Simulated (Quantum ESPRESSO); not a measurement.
**CoO in Quantum ESPRESSO: the effect of target pressure**

Crystal: CoO.

```
Co O
1.0
     0.00000    2.13150    2.13150
     2.13150    0.00000    2.13150
     2.13150    2.13150    0.00000
Co O
1 1
Direct
  0.00000 0.00000 0.00000
  0.50000 0.50000 0.50000
```

Alike in all runs:

| Property | Result |
| --- | --- |
| Program | Quantum ESPRESSO 7.5 |
| Task | phonons |
| Functional | PBE |
| Potentials or basis | GBRV 1.5 PBE |
| Cutoff | 762 eV |
| Density cutoff | 6095 eV |
| k mesh | 8 × 8 × 8, shifted |
| Occupations | fermi-dirac, width 0.05 eV |
| Spin | collinear spin, ferromagnetic start |
| Starting moments | [2.0, 0.0] μB |

Each run relaxes the cell or the atoms first.

Q: One run gave: relaxed volume 9.23 Å³/atom; moment 2.94 μB; highest phonon frequency 169 cm⁻¹. Which target pressure did it use?
A. 15 GPa
B. 0 GPa
C. -3 GPa
D. 8 GPa
E. 3 GPa

A: D.

```tsv
target pressure	relaxed volume (Å³/atom)	moment (μB)	highest phonon frequency (cm⁻¹)
-3 GPa	9.77	3.00	71
0 GPa	9.61	2.99	104
3 GPa	9.46	2.98	130
8 GPa	9.23	2.94	169
15 GPa	8.87	2.73	237
```

Caveats: the mesh is thin for the phonons of a metal; a cell with one magnetic atom can't hold antiferromagnetic order, which such compounds often take; the cell is more than 3 GPa from zero pressure, which shifts response properties (some runs).
